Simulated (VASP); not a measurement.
# KI (Fm-3m) in VASP: further runs

The runs below take KI through single point, with PBEsol+D4, PBEsol.

All numbers are computed with VASP 6.6.1; they aren't measurements. Logs are shortened: lines on timing, memory, paths and dates and some standing lists are left out, and cuts for length are marked.

**Measured values to compare with.**

From a printed reference work, monograph, for a bulk crystal of KI: band gap 6.32 eV.

The runs below are set against these values where they give the same quantity.

### Step 1. The cell of the first run

Symmetry: Fm-3m, No. 225, cubic system. The conventional cell has a = 6.936 Å, b = 6.936 Å, c = 6.936 Å, α = 90.00°, β = 90.00°, γ = 90.00°. Within 4.6 Å of I (site symmetry m-3m) lie 6 K at 3.47 Å. K (site symmetry m-3m) has 6 I at 3.47 Å within 4.6 Å.

### Step 2. Single point, PBEsol+D4

Contents of INCAR:

```
SYSTEM = KI
PREC = Accurate
ENCUT = 520
EDIFF = 1E-6
ISMEAR = -1
SIGMA = 0.05
LREAL = .False.
LASPH = .True.
NELM = 80
ALGO = Normal
ISIF = 2
LWAVE = .False.
LCHARG = .False.
GGA = PS
IVDW = 13
NBANDS = 15
```

Contents of KPOINTS:

```
Automatic mesh
0
Gamma
  7 7 7
  0 0 0
```

Contents of POSCAR:

```
KI
1.0
    0.0000000000      3.4679485653      3.4679485653
    3.4679485653      0.0000000000      3.4679485653
    3.4679485653      3.4679485653      0.0000000000
I K
1 1
Direct
    0.5000000000      0.5000000000      0.5000000000
    0.0000000000      0.0000000000      0.0000000000
```

Potentials or basis: VASP PAW PBE potentials, release 64 (I, K_sv).

Launch:

```sh
$ cat potpaw_PBE.64/I/POTCAR potpaw_PBE.64/K_sv/POTCAR > POTCAR
$ mpirun -np 1 vasp_std > vasp.out
```

OUTCAR:

```text
SYSTEM = KI
   PREC = Accurate
   ENCUT = 520
   EDIFF = 1E-6
   ISMEAR = -1
   LREAL = .False.
   LASPH = .True.
   NELM = 80
   ISIF = 2
   GGA = PS
   IVDW = 13

 ion  position               nearest neighbor table
   1  0.500  0.500  0.500-   2 3.47   2 3.47   2 3.47   2 3.47   2 3.47   2 3.47
   2  0.000  0.000  0.000-   1 3.47   1 3.47   1 3.47   1 3.47   1 3.47   1 3.47

  LATTYP: Found a face centered cubic cell.
 ALAT       =     6.9358971306

  Lattice vectors:

 A1 = (   0.0000000000,   3.4679485653,   3.4679485653)
 A2 = (   3.4679485653,   0.0000000000,   3.4679485653)
 A3 = (   3.4679485653,   3.4679485653,   0.0000000000)

Analysis of symmetry for initial positions (statically):
=====================================================================
 Subroutine PRICEL returns:
 Original cell was already a primitive cell.

 Routine SETGRP: Setting up the symmetry group for a
 face centered cubic supercell.

 Subroutine GETGRP returns: Found 48 space group operations
 (whereof 48 operations were pure point group operations)
 out of a pool of 48 trial point group operations.

The static configuration has the point symmetry O_h .

Analysis of symmetry for dynamics (positions and initial velocities):
=====================================================================
 Subroutine PRICEL returns:
 Original cell was already a primitive cell.

 Routine SETGRP: Setting up the symmetry group for a
 face centered cubic supercell.

 Subroutine GETGRP returns: Found 48 space group operations
 (whereof 48 operations were pure point group operations)
 out of a pool of 48 trial point group operations.

The dynamic configuration has the point symmetry O_h .

 Subroutine INISYM returns: Found 48 space group operations
 (whereof 48 operations are pure point group operations),
 and found     1 'primitive' translations

----------------------------------------------------------------------------------------

                                     Primitive cell

  volume of cell :      83.4157

  direct lattice vectors                    reciprocal lattice vectors
     0.000000000  3.467948565  3.467948565    -0.144177456  0.144177456  0.144177456
     3.467948565  0.000000000  3.467948565     0.144177456 -0.144177456  0.144177456
     3.467948565  3.467948565  0.000000000     0.144177456  0.144177456 -0.144177456

  length of vectors
     4.904419895  4.904419895  4.904419895     0.249722678  0.249722678  0.249722678

  position of ions in fractional coordinates (direct lattice)
     0.500000000  0.500000000  0.500000000
     0.000000000  0.000000000  0.000000000

[... 83 lines left out ...]
   NUPDOWN=      -1.0000    fix difference up-down
   EMIN   =  10.00;   EMAX   =-10.00  energy-range for DOS
   EFERMI =   0.00;   METHOD = LEGACY
   ISMEAR =    -1;   SIGMA  =   0.05  broadening in eV -4-tet -1-fermi 0-gaus
   EFERMI_NEDOS =   21; number of points for ismear=-14 and -15
   IALGO  =     38    algorithm
   IMIX   =      4    mixing-type and parameters
     AMIX     =   0.40;   BMIX     =  1.00
     AMIX_MAG =   1.60;   BMIX_MAG =  1.00
  volume/ion in A,a.u.               =      41.71       281.46
  Fermi-wavevector in a.u.,A,eV,Ry     =   0.944131  1.784149 12.128002  0.891383
  Thomas-Fermi vector in A             =   2.071906
   LORBIT       =      0    0 simple, 1 ext, 2 COOP (PROOUT), +10 PAW based schemes
   GGA     = PS    functional components
   LHFCALC =     F    Hartree Fock is set to
   AEXX    =    0.0000 exact exchange contribution
   IVDW    =    13    specifies the selected vdW correction
   LEPSILON=     F    determine dielectric tensor
   LRPA    =     F    only Hartree local field effects (RPA)
 non-spin polarized calculation
  energy-cutoff  :      520.00
  volume of cell :       83.42
 maximum number of plane-waves:      2259
   NGX = 19   NGY = 19   NGZ = 19

 number of electron      15.9999998 magnetization

 Free energy of the ion-electron system (eV)
  ---------------------------------------------------
  ext. energy  EPLUGINS =         0.00000000
  ---------------------------------------------------
  free energy    TOTEN  =        -5.81198465 eV

  energy without entropy =       -5.81198465  energy(sigma->0) =       -5.81198465

 E-fermi :   0.9126     XC(G=0):  -7.5709

 val. band max:       -0.2120772944   @ k =   0.0000   0.0000   0.0000
 cond. band min:       3.7228808097   @ k =   0.0000   0.0000   0.0000
 fundamental gap:      3.9349581041
 Fermi energy:         0.9126278127

 k-point     1 :       0.0000    0.0000    0.0000
  band No.  band energies     occupation
      1     -28.4463      2.00000
      2     -12.0072      2.00000
      3     -12.0072      2.00000
      4     -12.0072      2.00000
      5     -10.8388      2.00000
      6      -0.2121      2.00000
      7      -0.2121      2.00000
      8      -0.2121      2.00000
      9       3.7229      0.00000
     10       6.1808      0.00000
     11       6.1808      0.00000
     12       6.1808      0.00000
     13       6.9616      0.00000
     14       6.9616      0.00000
[... 329 lines left out ...]
      2     -12.1053      2.00000
      3     -12.0523      2.00000
      4     -12.0331      2.00000
      5     -10.5699      2.00000
      6      -1.1067      2.00000
      7      -1.0769      2.00000
      8      -0.7580      2.00000
      9       5.7726      0.00000
     10       6.6076      0.00000
     11       6.6121      0.00000
     12       8.1025      0.00000
     13       8.6425      0.00000
     14       9.1897      0.00000
     15      10.1139      0.00000

------------------------ aborting loop because EDIFF is reached ----------------------------------------

  DFT-D4 for vdW energy calculation

  Edisp (eV):   -0.20486

  FORCE on cell =-STRESS in cart. coord.  units (eV):
  Direction    XX          YY          ZZ          XY          YZ          ZX
  --------------------------------------------------------------------------------------
  -------------------------------------------------------------------------------------
  Total       0.02623     0.02623     0.02623    -0.00000    -0.00000    -0.00000
  in kB       0.50388     0.50388     0.50388    -0.00000    -0.00000    -0.00000
  external pressure =        0.50 kB  Pullay stress =        0.00 kB

 VOLUME and BASIS-vectors are now :
 -----------------------------------------------------------------------------
  energy-cutoff  :      520.00
  volume of cell :       83.42
      direct lattice vectors                 reciprocal lattice vectors
     0.000000000  3.467948565  3.467948565    -0.144177456  0.144177456  0.144177456
     3.467948565  0.000000000  3.467948565     0.144177456 -0.144177456  0.144177456
     3.467948565  3.467948565  0.000000000     0.144177456  0.144177456 -0.144177456

 POSITION                                       TOTAL-FORCE (eV/Angst)
 -----------------------------------------------------------------------------------
      3.46795      3.46795      3.46795        -0.000000     -0.000000      0.000000
      0.00000      0.00000      0.00000         0.000000      0.000000     -0.000000
 -----------------------------------------------------------------------------------
    total drift:                                0.000000      0.000000      0.000000

  FREE ENERGIE OF THE ION-ELECTRON SYSTEM (eV)
  ---------------------------------------------------
  free  energy   TOTEN  =        -6.0168489254 eV

  energy  without entropy=       -6.0168489254  energy(sigma->0) =       -6.01684893
```

OSZICAR:

```text
N       E                     dE             d eps       ncg     rms          rms(c)
DAV:   1     0.884940913393E+02    0.88494E+02   -0.64799E+03   600   0.912E+02
DAV:   2    -0.588497017835E+00   -0.89083E+02   -0.83739E+02   769   0.216E+02
DAV:   3    -0.567345327736E+01   -0.50850E+01   -0.50650E+01   828   0.448E+01
DAV:   4    -0.588865655082E+01   -0.21520E+00   -0.21510E+00   991   0.837E+00
DAV:   5    -0.589012336208E+01   -0.14668E-02   -0.14668E-02   819   0.737E-01    0.330E+00
DAV:   6    -0.581446801703E+01    0.75655E-01   -0.80415E-02   747   0.195E+00    0.233E+00
DAV:   7    -0.580859041429E+01    0.58776E-02   -0.10062E-01   796   0.180E+00    0.868E-01
DAV:   8    -0.581191524571E+01   -0.33248E-02   -0.13395E-02   691   0.881E-01    0.264E-01
DAV:   9    -0.581174574363E+01    0.16950E-03   -0.46395E-04   852   0.146E-01    0.963E-02
DAV:  10    -0.581198247923E+01   -0.23674E-03   -0.33181E-04   698   0.921E-02    0.768E-02
DAV:  11    -0.581198438497E+01   -0.19057E-05   -0.37956E-05   811   0.375E-02    0.116E-02
DAV:  12    -0.581198465032E+01   -0.26535E-06   -0.24028E-06   761   0.107E-02
   1 F= -.60168489E+01 E0= -.60168489E+01  d E =-.113312E-10
```

Run time: 14 s. Hardware: 1 thread of Intel Xeon Platinum 8488C (Sapphire Rapids), shared host; peak memory 0.21 GiB.

Results:

| Item | Value |
| --- | --- |
| Free energy | -6.0168 eV |
| Pressure | 0.1 GPa |
| Band gap on the k mesh | 3.94 eV |
| Dispersion energy per atom | -0.102 eV |

Levels at points of the mesh, in eV from the valence-band top:
| k point | band 4 | band 5 | band 6 | band 7 | band 8 | band 9 | band 10 | band 11 | band 12 | band 13 |
| --- | --- | --- | --- | --- | --- | --- | --- | --- | --- | --- |
| (0.00, 0.00, 0.00) | -11.80 | -10.63 | 0.00 | 0.00 | 0.00 | 3.94 | 6.39 | 6.39 | 6.39 | 7.17 |

Caveat: the PAW data sets were made with another functional, which shifts forces and pressure a little; spin-orbit coupling is left out, which moves the levels of the heavy elements.

### Step 3. Single point, PBEsol

This run uses another cell than the first one, of 42.97 Å³/atom.

Contents of INCAR:

```
SYSTEM = KI
ALGO = Normal ; EDIFF = 1E-6
ENCUT = 520 ; GGA = PS
ISIF = 2 ; ISMEAR = -1
LASPH = .TRUE. ; LCHARG = .TRUE.
LELF = .TRUE. ; LREAL = .FALSE.
LVHAR = .TRUE. ; LWAVE = .FALSE.
NBANDS = 15 ; NELM = 100
PREC = Accurate ; SIGMA = 0.05
```

Contents of KPOINTS:

```
k-points
0
G
  7 7 7
  0 0 0
```

Contents of POSCAR:

```
KI
1.0
    0.0000000000      3.5024772271      3.5024772271
    3.5024772271      0.0000000000      3.5024772271
    3.5024772271      3.5024772271      0.0000000000
I K
1 1
Direct
    0.5000000000      0.5000000000      0.5000000000
    0.0000000000      0.0000000000      0.0000000000
```

Potentials or basis: VASP PAW PBE potentials, release 64 (I, K_sv).

Launch:

```sh
$ cat potpaw_PBE.64/I/POTCAR potpaw_PBE.64/K_sv/POTCAR > POTCAR
$ mpirun -np 1 vasp_std > vasp.out
```

OUTCAR:

```text
SYSTEM = KI
   EDIFF = 1E-6
   ENCUT = 520
   GGA = PS
   ISIF = 2
   ISMEAR = -1
   LASPH = .TRUE.
   LREAL = .FALSE.
   NELM = 100
   PREC = Accurate

 ion  position               nearest neighbor table
   1  0.500  0.500  0.500-   2 3.50   2 3.50   2 3.50   2 3.50   2 3.50   2 3.50
   2  0.000  0.000  0.000-   1 3.50   1 3.50   1 3.50   1 3.50   1 3.50   1 3.50

  LATTYP: Found a face centered cubic cell.
 ALAT       =     7.0049544542

  Lattice vectors:

 A1 = (   0.0000000000,   3.5024772271,   3.5024772271)
 A2 = (   3.5024772271,   0.0000000000,   3.5024772271)
 A3 = (   3.5024772271,   3.5024772271,   0.0000000000)

Analysis of symmetry for initial positions (statically):
=====================================================================
 Subroutine PRICEL returns:
 Original cell was already a primitive cell.

 Routine SETGRP: Setting up the symmetry group for a
 face centered cubic supercell.

 Subroutine GETGRP returns: Found 48 space group operations
 (whereof 48 operations were pure point group operations)
 out of a pool of 48 trial point group operations.

[... 170 lines left out ...]
      5     -10.9513      2.00000
      6      -0.3737      2.00000
      7      -0.3737      2.00000
      8      -0.3737      2.00000
      9       3.4945      0.00000
     10       6.0395      0.00000
     11       6.0395      0.00000
     12       6.0395      0.00000
     13       6.7985      0.00000
     14       6.7985      0.00000
[... 329 lines left out ...]
      2     -12.2941      2.00000
      3     -12.2515      2.00000
      4     -12.2347      2.00000
      5     -10.7131      2.00000
      6      -1.2231      2.00000
      7      -1.1983      2.00000
      8      -0.8894      2.00000
      9       5.6134      0.00000
     10       6.3714      0.00000
     11       6.4209      0.00000
     12       7.8353      0.00000
     13       8.4109      0.00000
     14       8.9651      0.00000
     15       9.8132      0.00000

------------------------ aborting loop because EDIFF is reached ----------------------------------------

  FORCE on cell =-STRESS in cart. coord.  units (eV):
  Direction    XX          YY          ZZ          XY          YZ          ZX
  --------------------------------------------------------------------------------------
  -------------------------------------------------------------------------------------
  Total        0.0256842      0.0256842      0.0256842     -0.0000000     -0.0000000     -0.0000000
  in kB        0.4788738      0.4788738      0.4788738     -0.0000000     -0.0000000     -0.0000000
  external PRESSURE =       0.4788738 kB  Pullay stress =       0.0000000 kB

 VOLUME and BASIS-vectors are now :
 -----------------------------------------------------------------------------
  energy-cutoff  :      520.00
  volume of cell :       85.93
      direct lattice vectors                 reciprocal lattice vectors
     0.000000000  3.502477227  3.502477227    -0.142756103  0.142756103  0.142756103
     3.502477227  0.000000000  3.502477227     0.142756103 -0.142756103  0.142756103
     3.502477227  3.502477227  0.000000000     0.142756103  0.142756103 -0.142756103

 POSITION                                       TOTAL-FORCE (eV/Angst)
 -----------------------------------------------------------------------------------
      3.50248      3.50248      3.50248         0.000000      0.000000      0.000000
      0.00000      0.00000      0.00000        -0.000000      0.000000      0.000000
 -----------------------------------------------------------------------------------
    total drift:                                0.000000     -0.000000     -0.000000

  FREE ENERGIE OF THE ION-ELECTRON SYSTEM (eV)
  ---------------------------------------------------
  free  energy   TOTEN  =        -5.8159621621 eV

  energy  without entropy=       -5.8159621620  energy(sigma->0) =       -5.81596216
```

OSZICAR:

```text
N       E                     dE             d eps       ncg     rms          rms(c)
DAV:   1     0.882916330691E+02    0.88292E+02   -0.64911E+03   600   0.910E+02
DAV:   2    -0.396542423509E+00   -0.88688E+02   -0.83515E+02   768   0.210E+02
DAV:   3    -0.563775821485E+01   -0.52412E+01   -0.52223E+01   805   0.453E+01
DAV:   4    -0.589590575865E+01   -0.25815E+00   -0.25809E+00  1006   0.875E+00
DAV:   5    -0.589776871985E+01   -0.18630E-02   -0.18629E-02   818   0.862E-01    0.309E+00
DAV:   6    -0.581848702027E+01    0.79282E-01   -0.83945E-02   796   0.196E+00    0.220E+00
DAV:   7    -0.581205987716E+01    0.64271E-02   -0.10247E-01   775   0.177E+00    0.863E-01
DAV:   8    -0.581591528657E+01   -0.38554E-02   -0.13451E-02   691   0.869E-01    0.268E-01
DAV:   9    -0.581570711675E+01    0.20817E-03   -0.48760E-04   845   0.146E-01    0.102E-01
DAV:  10    -0.581595784316E+01   -0.25073E-03   -0.37244E-04   691   0.944E-02    0.756E-02
DAV:  11    -0.581596193647E+01   -0.40933E-05   -0.44803E-05   835   0.394E-02    0.125E-02
DAV:  12    -0.581596216208E+01   -0.22561E-06   -0.26754E-06   775   0.110E-02
   1 F= -.58159622E+01 E0= -.58159622E+01  d E =-.316912E-10
```

stdout:

```text
POSCAR found type information on POSCAR I K
 POSCAR found :  2 types and       2 ions
 scaLAPACK will be used
 -----------------------------------------------------------------------------
|                                                                             |
|                                                                             |
|     You enforced a specific xc type in the INCAR file but a different       |
|     I HOPE YOU KNOW WHAT YOU ARE DOING!                                     |
|                                                                             |
 -----------------------------------------------------------------------------

 LDA part: xc-table for (Slater+PW92), standard interpolation
 POSCAR, INCAR and KPOINTS ok, starting setup
 FFT: planning ... GRIDC
 FFT: planning ... GRID_SOFT
 FFT: planning ... GRID
 WAVECAR not read
 entering main loop
```

Run time: 28 s. Hardware: 1 thread of Intel Xeon Platinum 8488C (Sapphire Rapids), shared host; peak memory 0.23 GiB.

Results:

```yaml
Free_energy: -5.8160 eV
Pressure: 0.0 GPa
Band_gap_on_the_k_mesh: 3.87 eV
```

Caveat: the PAW data sets were made with another functional, which shifts forces and pressure a little; spin-orbit coupling is left out, which moves the levels of the heavy elements.

### Step 4. Comparison with measurements

Step 2. Against the measured gap of KI, 6.32 eV (a printed reference work, monograph), the calculated 3.94 eV is off by -2.39 eV. Spin-orbit coupling on I is left out. The value is that of PBEsol+D4, without temperature or zero-point motion. Semilocal functionals fall short of measured gaps as a rule.

Step 3. Measured gap of KI: 6.32 eV (a printed reference work, monograph). This calculation gives 3.87 eV (-2.45 eV). Spin-orbit coupling on I is left out. The value is that of PBEsol, without temperature or zero-point motion. Semilocal functionals fall short of measured gaps as a rule.
